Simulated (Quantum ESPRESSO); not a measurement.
# TaN (P4_2/mmc) in Quantum ESPRESSO: reference runs, part 2 of 2

Quantum ESPRESSO 7.5. Earlier steps stand in the parts before.

**3. Single point, PBE (atoms moved at random, drawn with an rms of 0.05 Å)**

File pw.in:

```
&CONTROL
  calculation = 'scf'
  prefix = 'pwscf'
  outdir = './tmp'
  pseudo_dir = './pseudo'
  tprnfor = .true.
  tstress = .true.
  disk_io = 'nowf'
/
&SYSTEM
  ibrav = 0
  nat = 4
  ntyp = 2
  ecutwfc = 60
  ecutrho = 480
  nbnd = 26
  occupations = 'smearing'
  smearing = 'fd'
  degauss = 0.00367493
/
&ELECTRONS
  conv_thr = 8d-10
  electron_maxstep = 120
  mixing_beta = 0.5
/
ATOMIC_SPECIES
Ta   180.9479 Ta_pbe_v1.uspp.F.UPF
N     14.0070 N.pbe-n-radius_5.UPF
CELL_PARAMETERS angstrom
   3.6630404800    0.0000000000    0.0000000000
   0.0000000000    3.6630404800    0.0000000000
   0.0000000000    0.0000000000    4.5604939800
ATOMIC_POSITIONS crystal
Ta     0.0039040000    0.4937960000   -0.0164480000
Ta     0.5048970000   -0.0086710000    0.5071480000
N     -0.0071940000   -0.0035620000    0.2531310000
N     -0.0066060000   -0.0019430000    0.7447260000
K_POINTS automatic
7 7 6 0 0 0
```

Potentials or basis: SSSP 1.3 efficiency PBE.

Started as:

```
> OMP_NUM_THREADS=1 pw.x -in pw.in > pw.out
```

pw.out:

```text
This program is part of the open-source Quantum ESPRESSO suite
     for quantum simulation of materials; please cite
[... 6 lines left out ...]
     --------------------
     sticks:   dense  smooth     PW     G-vecs:    dense   smooth      PW
     Sum        1829     917    277                73289    25919    4155

     Using Slab Decomposition

     bravais-lattice index     =            0
     lattice parameter (alat)  =       6.9221  a.u.
     unit-cell volume          =     412.9447 (a.u.)^3
     number of atoms/cell      =            4
     number of atomic types    =            2
     number of electrons       =        36.00
     number of Kohn-Sham states=           26
     kinetic-energy cutoff     =      60.0000  Ry
     charge density cutoff     =     480.0000  Ry
     scf convergence threshold =      8.0E-10
     mixing beta               =       0.5000
[... 203 lines left out ...]
     ethr =  2.23E-12,  avg # of iterations =  2.0

     negative rho (up, down):  2.001E-01 0.000E+00

     End of self-consistent calculation

     Number of k-points >= 100: set verbosity='high' to print the bands.

     the Fermi energy is    13.4053 ev

!    total energy              =    -324.18372421 Ry
     estimated scf accuracy    <          1.5E-11 Ry
     smearing contrib. (-TS)   =      -0.00121396 Ry
     internal energy E=F+TS    =    -324.18251025 Ry

     The total energy is F=E-TS. E is the sum of the following terms:
     one-electron contribution =     -68.20906747 Ry
     hartree contribution      =      48.60646469 Ry
     xc contribution           =     -94.89346326 Ry
     ewald contribution        =    -209.68644421 Ry

     convergence has been achieved in  15 iterations

     negative rho (up, down):  2.001E-01 0.000E+00

     Forces acting on atoms (cartesian axes, Ry/au):

     atom    1 type  1   force =    -0.00146134    0.00061905    0.01719171
     atom    2 type  1   force =    -0.00730525    0.00093787   -0.02088613
     atom    3 type  2   force =     0.00228524   -0.00015850   -0.02057594
     atom    4 type  2   force =     0.00648135   -0.00139843    0.02427036

     Total force =     0.043014     Total SCF correction =     0.000006

     Computing stress (Cartesian axis) and pressure

     negative rho (up, down):  2.001E-01 0.000E+00
          total   stress  (Ry/bohr**3)                   (kbar)     P=     -194.71
  -0.00195119   0.00000505   0.00002120         -287.03        0.74        3.12
   0.00000505  -0.00217026   0.00000965            0.74     -319.26        1.42
   0.00002120   0.00000965   0.00015063            3.12        1.42       22.16

=------------------------------------------------------------------------------=
   JOB DONE.
=------------------------------------------------------------------------------=
```

Wall time 6.6 min (1 thread of Intel Xeon Platinum 8259CL at 2.50GHz (Skylake/Cascade Lake), shared host); peak memory 0.69 GiB.

What came out:

```
Free energy            : -4410.7443 eV
Pressure               : -19.5 GPa
Largest force          : 0.647 eV/Å
Band gap on the k mesh : none (metal or under the smearing width)
```

Forces on the atoms (eV/Å):
```
Ta  -0.038  0.016  0.442
Ta  -0.188  0.024 -0.537
N    0.059 -0.004 -0.529
N    0.167 -0.036  0.624
```

Spin-orbit coupling is left out, which matters for the levels of Ta.

**4. Single point, PBE, 14.38 Å³/atom**

File pw.in:

```
&CONTROL
  calculation = 'scf'
  prefix = 'pwscf'
  outdir = './tmp'
  pseudo_dir = './pseudo'
  tprnfor = .true.
  tstress = .true.
  disk_io = 'nowf'
/
&SYSTEM
  ibrav = 0
  nat = 4
  ntyp = 2
  ecutwfc = 60
  ecutrho = 480
  nbnd = 26
  occupations = 'smearing'
  smearing = 'fd'
  degauss = 0.00367493
/
&ELECTRONS
  conv_thr = 8d-10
  electron_maxstep = 120
  mixing_beta = 0.5
/
ATOMIC_SPECIES
Ta   180.9479 Ta_pbe_v1.uspp.F.UPF
N     14.0070 N.pbe-n-radius_5.UPF
CELL_PARAMETERS angstrom
   3.5882635699    0.0000000000    0.0000000000
   0.0000000000    3.5882635699    0.0000000000
   0.0000000000    0.0000000000    4.4673965517
ATOMIC_POSITIONS crystal
Ta     0.0000000000    0.5000000000    0.0000000000
Ta     0.5000000000    0.0000000000    0.5000000000
N      0.0000000000    0.0000000000    0.2500000000
N      0.0000000000    0.0000000000    0.7500000000
K_POINTS automatic
7 7 6 0 0 0
```

Started as:

```
> OMP_NUM_THREADS=1 pw.x -in pw.in > pw.out
```

Wall time 1.8 min (1 thread of Intel Xeon Platinum 8259CL at 2.50GHz (Skylake/Cascade Lake), shared host); peak memory 0.52 GiB.

Results (log left out):

* Free energy: -4411.1262 eV
* Pressure: -9.4 GPa
* Band gap on the k mesh: none (metal or under the smearing width)

**5. Single point, PBE, 14.69 Å³/atom**

Edit pw.in of step 4 so:

```diff
@@ -29,5 +29,5 @@
 CELL_PARAMETERS angstrom
-   3.5882635699    0.0000000000    0.0000000000
-   0.0000000000    3.5882635699    0.0000000000
-   0.0000000000    0.0000000000    4.4673965517
+   3.6135338642    0.0000000000    0.0000000000
+   0.0000000000    3.6135338642    0.0000000000
+   0.0000000000    0.0000000000    4.4988581274
 ATOMIC_POSITIONS crystal
```

Started as:

```
> OMP_NUM_THREADS=1 pw.x -in pw.in > pw.out
```

It took 2.2 min on 1 thread of Intel Xeon Platinum 8259CL at 2.50GHz (Skylake/Cascade Lake), shared host; peak memory 0.53 GiB.

It converged, with:

- Free energy: -4411.0401 eV
- Pressure: -13.4 GPa
- Band gap on the k mesh: none (metal or under the smearing width)

**6. Single point, PBE, 14.99 Å³/atom**

Edit pw.in of step 5 so:

```diff
@@ -29,5 +29,5 @@
 CELL_PARAMETERS angstrom
-   3.6135338642    0.0000000000    0.0000000000
-   0.0000000000    3.6135338642    0.0000000000
-   0.0000000000    0.0000000000    4.4988581274
+   3.6384555749    0.0000000000    0.0000000000
+   0.0000000000    3.6384555749    0.0000000000
+   0.0000000000    0.0000000000    4.5298857156
 ATOMIC_POSITIONS crystal
```

Potentials or basis: SSSP 1.3 efficiency PBE.

Started as:

```
> OMP_NUM_THREADS=1 pw.x -in pw.in > pw.out
```

Wall time 2.3 min (1 thread of Intel Xeon Platinum 8259CL at 2.50GHz (Skylake/Cascade Lake), shared host); peak memory 0.54 GiB.

The run converged. Its results:

* Free energy: -4410.9255 eV
* Pressure: -16.9 GPa
* Band gap on the k mesh: none (metal or under the smearing width)

**7. Single point, PBE, 15.30 Å³/atom**

Edit pw.in of step 6 so:

```diff
@@ -29,5 +29,5 @@
 CELL_PARAMETERS angstrom
-   3.6384555749    0.0000000000    0.0000000000
-   0.0000000000    3.6384555749    0.0000000000
-   0.0000000000    0.0000000000    4.5298857156
+   3.6630404800    0.0000000000    0.0000000000
+   0.0000000000    3.6630404800    0.0000000000
+   0.0000000000    0.0000000000    4.5604939800
 ATOMIC_POSITIONS crystal
```

Started as:

```
> OMP_NUM_THREADS=1 pw.x -in pw.in > pw.out
```

Wall time 2.3 min (1 thread of Intel Xeon Platinum 8259CL at 2.50GHz (Skylake/Cascade Lake), shared host); peak memory 0.56 GiB.

Results (log left out):

| Item | Value |
| --- | --- |
| Free energy | -4410.7856 eV |
| Pressure | -20.0 GPa |
| Band gap on the k mesh | none (metal or under the smearing width) |

**8. Single point, PBE, 15.60 Å³/atom**

Edit pw.in of step 7 so:

```diff
@@ -29,5 +29,5 @@
 CELL_PARAMETERS angstrom
-   3.6630404800    0.0000000000    0.0000000000
-   0.0000000000    3.6630404800    0.0000000000
-   0.0000000000    0.0000000000    4.5604939800
+   3.6872997332    0.0000000000    0.0000000000
+   0.0000000000    3.6872997332    0.0000000000
+   0.0000000000    0.0000000000    4.5906968071
 ATOMIC_POSITIONS crystal
```

Started as:

```
> OMP_NUM_THREADS=1 pw.x -in pw.in > pw.out
```

It took 2.3 min on 1 thread of Intel Xeon Platinum 8259CL at 2.50GHz (Skylake/Cascade Lake), shared host; peak memory 0.57 GiB.

The run converged. Its results:

```
Free energy            : -4410.6232 eV
Pressure               : -22.8 GPa
Band gap on the k mesh : none (metal or under the smearing width)
```

**9. Single point, PBE, 15.91 Å³/atom**

Edit pw.in of step 8 so:

```diff
@@ -29,5 +29,5 @@
 CELL_PARAMETERS angstrom
-   3.6872997332    0.0000000000    0.0000000000
-   0.0000000000    3.6872997332    0.0000000000
-   0.0000000000    0.0000000000    4.5906968071
+   3.7112439089    0.0000000000    0.0000000000
+   0.0000000000    3.7112439089    0.0000000000
+   0.0000000000    0.0000000000    4.6205073619
 ATOMIC_POSITIONS crystal
```

Potentials or basis: SSSP 1.3 efficiency PBE.

Started as:

```
> OMP_NUM_THREADS=1 pw.x -in pw.in > pw.out
```

Wall time 2.4 min (1 thread of Intel Xeon Platinum 8259CL at 2.50GHz (Skylake/Cascade Lake), shared host); peak memory 0.58 GiB.

Results (log left out):

```
Free energy            : -4410.4410 eV
Pressure               : -25.2 GPa
Band gap on the k mesh : none (metal or under the smearing width)
```

**10. Single point, PBE, 16.22 Å³/atom**

Edit pw.in of step 9 so:

```diff
@@ -29,5 +29,5 @@
 CELL_PARAMETERS angstrom
-   3.7112439089    0.0000000000    0.0000000000
-   0.0000000000    3.7112439089    0.0000000000
-   0.0000000000    0.0000000000    4.6205073619
+   3.7348830425    0.0000000000    0.0000000000
+   0.0000000000    3.7348830425    0.0000000000
+   0.0000000000    0.0000000000    4.6499381386
 ATOMIC_POSITIONS crystal
```

Potentials or basis: SSSP 1.3 efficiency PBE.

Started as:

```
> OMP_NUM_THREADS=1 pw.x -in pw.in > pw.out
```

pw.out:

```text
This program is part of the open-source Quantum ESPRESSO suite
     for quantum simulation of materials; please cite
[... 9 lines left out ...]
     --------------------
     sticks:   dense  smooth     PW     G-vecs:    dense   smooth      PW
     Sum        1901     949    277                77657    27503    4347

     Using Slab Decomposition

     bravais-lattice index     =            0
     lattice parameter (alat)  =       7.0579  a.u.
     unit-cell volume          =     437.7214 (a.u.)^3
     number of atoms/cell      =            4
     number of atomic types    =            2
     number of electrons       =        36.00
     number of Kohn-Sham states=           26
     kinetic-energy cutoff     =      60.0000  Ry
     charge density cutoff     =     480.0000  Ry
     scf convergence threshold =      8.0E-10
     mixing beta               =       0.5000
     number of iterations used =            8  plain     mixing
     Exchange-correlation= PBE
                           (   1   4   3   4   0   0   0)

     celldm(1)=   7.057906  celldm(2)=   0.000000  celldm(3)=   0.000000
     celldm(4)=   0.000000  celldm(5)=   0.000000  celldm(6)=   0.000000

     crystal axes: (cart. coord. in units of alat)
               a(1) = (   1.000000   0.000000   0.000000 )
               a(2) = (   0.000000   1.000000   0.000000 )
               a(3) = (   0.000000   0.000000   1.245002 )

     reciprocal axes: (cart. coord. in units 2 pi/alat)
               b(1) = (  1.000000  0.000000  0.000000 )
               b(2) = (  0.000000  1.000000  0.000000 )
               b(3) = (  0.000000  0.000000  0.803211 )

     PseudoPot. # 1 for Ta read from file:
     Ta_pbe_v1.uspp.F.UPF
     Pseudo is Ultrasoft + core correction, Zval = 13.0
     Generated by new atomic code, or converted to UPF format
     Using radial grid of  921 points,  7 beta functions with:
                l(1) =   0
                l(2) =   0
                l(3) =   1
                l(4) =   1
                l(5) =   2
                l(6) =   2
                l(7) =   3
     Q(r) pseudized with  6 coefficients,  rinner =    1.300   1.300   1.300
                                                       1.300   1.300   1.300
                                                       1.300

     PseudoPot. # 2 for N  read from file:
     N.pbe-n-radius_5.UPF
     Pseudo is Ultrasoft + core correction, Zval =  5.0
     Generated using "atomic" code by A. Dal Corso  v.5.1
     Using radial grid of 1085 points,  4 beta functions with:
                l(1) =   0
                l(2) =   0
                l(3) =   1
                l(4) =   1
     Q(r) pseudized with 0 coefficients

     atomic species   valence    mass     pseudopotential
     Ta               13.00   180.94790     Ta( 1.00)
     N                 5.00    14.00700     N ( 1.00)

     16 Sym. Ops., with inversion, found ( 8 have fractional translation)

   Cartesian axes

     site n.     atom                  positions (alat units)
         1        Ta     tau(   1) = (   0.0000000   0.5000000   0.0000000  )
         2        Ta     tau(   2) = (   0.5000000   0.0000000   0.6225012  )
         3        N      tau(   3) = (   0.0000000   0.0000000   0.3112506  )
         4        N      tau(   4) = (   0.0000000   0.0000000   0.9337518  )

     number of k points=    40  Fermi-Dirac smearing, width (Ry)=  0.0037
                       cart. coord. in units 2pi/alat
        k(    1) = (   0.0000000   0.0000000   0.0000000), wk =   0.0068027
        k(    2) = (   0.0000000   0.0000000   0.1338686), wk =   0.0136054
        k(    3) = (   0.0000000   0.0000000   0.2677371), wk =   0.0136054
        k(    4) = (   0.0000000   0.0000000  -0.4016057), wk =   0.0068027
        k(    5) = (   0.0000000   0.1428571   0.0000000), wk =   0.0272109
        k(    6) = (   0.0000000   0.1428571   0.1338686), wk =   0.0544218
[... 32 lines left out ...]
        k(   39) = (   0.4285714   0.4285714   0.2677371), wk =   0.0544218
        k(   40) = (   0.4285714   0.4285714  -0.4016057), wk =   0.0272109

     Dense  grid:    77657 G-vectors     FFT dimensions: (  50,  50,  64)

     Smooth grid:    27503 G-vectors     FFT dimensions: (  36,  36,  48)

     Initial potential from superposition of free atoms

     starting charge      35.9978, renormalised to      36.0000

     negative rho (up, down):  1.869E-01 0.000E+00
     Starting wfcs are   34 randomized atomic wfcs

     Self-consistent Calculation

     iteration #  1     ecut=    60.00 Ry     beta= 0.50
     Davidson diagonalization with overlap
     ethr =  1.00E-02,  avg # of iterations =  2.0

     negative rho (up, down):  1.912E-01 0.000E+00
[... 130 lines left out ...]
     iteration # 16     ecut=    60.00 Ry     beta= 0.50
     Davidson diagonalization with overlap
     ethr =  1.10E-11,  avg # of iterations =  3.6

     negative rho (up, down):  1.976E-01 0.000E+00

     End of self-consistent calculation

          k = 0.0000 0.0000 0.0000 (  3469 PWs)   bands (ev):

   -56.8641 -56.8524 -23.4190 -23.2396 -23.2087 -23.2087 -23.1017 -23.1017
    -4.0082  -0.4459   4.7380   7.1749   7.1749   8.1335   9.0457   9.0457
    10.9349  12.7574  13.6572  13.6760  14.0701  14.0701  14.5937  15.8075
    17.0691  18.5678
[... 269 lines left out ...]
   -56.8559 -56.8559 -23.3275 -23.3275 -23.2607 -23.2607 -23.1624 -23.1624
    -2.0250  -2.0250   7.2888   7.2888   7.3768   7.3768   9.4442   9.4442
    10.9339  10.9339  13.5250  13.5250  14.5402  14.5402  14.8465  14.8465
    16.9664  16.9664

     the Fermi energy is    12.4758 ev

!    total energy              =    -324.14675131 Ry
     estimated scf accuracy    <          2.6E-10 Ry
     smearing contrib. (-TS)   =      -0.00113784 Ry
     internal energy E=F+TS    =    -324.14561348 Ry

     The total energy is F=E-TS. E is the sum of the following terms:
     one-electron contribution =     -73.64888397 Ry
     hartree contribution      =      50.01253595 Ry
     xc contribution           =     -94.68757013 Ry
     ewald contribution        =    -205.82169533 Ry

     convergence has been achieved in  16 iterations

     negative rho (up, down):  1.976E-01 0.000E+00

     Forces acting on atoms (cartesian axes, Ry/au):

     atom    1 type  1   force =     0.00000000    0.00000000    0.00000000
     atom    2 type  1   force =     0.00000000    0.00000000    0.00000000
     atom    3 type  2   force =     0.00000000    0.00000000    0.00000000
     atom    4 type  2   force =     0.00000000    0.00000000    0.00000000

     Total force =     0.000000     Total SCF correction =     0.000000

     Computing stress (Cartesian axis) and pressure

     negative rho (up, down):  1.976E-01 0.000E+00
          total   stress  (Ry/bohr**3)                   (kbar)     P=     -273.77
  -0.00256951   0.00000000   0.00000000         -377.99        0.00        0.00
   0.00000000  -0.00256951   0.00000000            0.00     -377.99        0.00
   0.00000000   0.00000000  -0.00044422            0.00        0.00      -65.35

=------------------------------------------------------------------------------=
   JOB DONE.
=------------------------------------------------------------------------------=
```

Run time: 2.2 min. Hardware: 1 thread of Intel Xeon Platinum 8259CL at 2.50GHz (Skylake/Cascade Lake), shared host; peak memory 0.59 GiB.

What came out:

```
Free energy            : -4410.2412 eV
Pressure               : -27.4 GPa
Band gap on the k mesh : none (metal or under the smearing width)
```

**11. Equation of state, PBE**

Potentials or basis: SSSP 1.3 efficiency PBE.

No new run: the results of the series are fitted here.

Results:

| Property | Result |
| --- | --- |
| Equilibrium volume | 13.78 Å³/atom (rough: see the caveat) |
| Bulk modulus at fixed shape and positions | 239 GPa (rough) |

Energy against volume, from the lowest point:
```csv
volume (Å³/atom),energy (meV/atom)
14.380,0.00
14.686,21.53
14.992,50.18
15.298,85.15
15.604,125.74
15.910,171.30
16.216,221.25
```

Caveat: the minimum lies outside the volumes run; the cell was scaled at fixed shape and fractional positions, which overstates the stiffness of a crystal with free parameters, most of all of layers and chains. Spin-orbit coupling is left out, which matters for the levels of Ta.

**12. Overview**

| task | cell | gap on the mesh (eV) | pressure (GPa) |
| --- | --- | --- | --- |
| single point | as given | none | -20.0 |
| single point | atoms moved at random, drawn with an rms of 0.05 Å | none | -19.5 |
| equation of state | as given | - | - |

Alike in all rows: level PBE; potentials or basis SSSP 1.3 efficiency PBE; no spin polarisation; k mesh 7 × 7 × 6; cutoff (eV) 816; smearing fermi-dirac 0.05 eV.

Caveats: so large a pressure means that the cell lies far from this level's equilibrium, or that cutoff or potentials fall short (some runs); the minimum lies outside the volumes run (some runs); the cell was scaled at fixed shape and fractional positions, which overstates the stiffness of a crystal with free parameters, most of all of layers and chains (some runs).

Absolute energies hang on the potentials; compare differences alone.
